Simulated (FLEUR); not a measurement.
CuI:

```
CELL_PARAMETERS angstrom
4.09020 0.00000 0.00000
0.00000 4.09020 0.00000
0.00000 0.00000 6.55146
ATOMIC_POSITIONS crystal
I 0.00000 0.50000 0.74303
I 0.50000 0.00000 0.25697
Cu 0.00000 0.00000 0.00000
Cu 0.50000 0.50000 0.00000
```

Measurements of this composition are mostly on another form, of space group No. 216.

Base run:

| Property | Result |
| --- | --- |
| Program | FLEUR MaX-R8.1 (later development tree) |
| Functional | PBEsol |
| Potentials or basis | all-electron |
| Basis | FLAPW |
| Kmax | 4.36 1/bohr |
| k mesh | 7 × 7 × 4 |
| Occupations | fermi-dirac, width 0.05 eV |
| Spin | no spin polarisation |

Its results: band gap on the k mesh 1.49 eV, direct.

Q: The run is repeated on the same cell with these changes: functional from PBEsol to r2SCAN. What comes out?

A: Band gap on the k mesh 2.05 eV, direct.

r2SCAN gives the wider gap, since meta-GGAs in the generalised Kohn-Sham scheme recover part of the derivative discontinuity.

Caveats: spin-orbit coupling is left out, which moves the levels of the heavy elements; the meta-GGA is that of a development version, with a GGA for the radial functions and cores and without core tails (some runs).
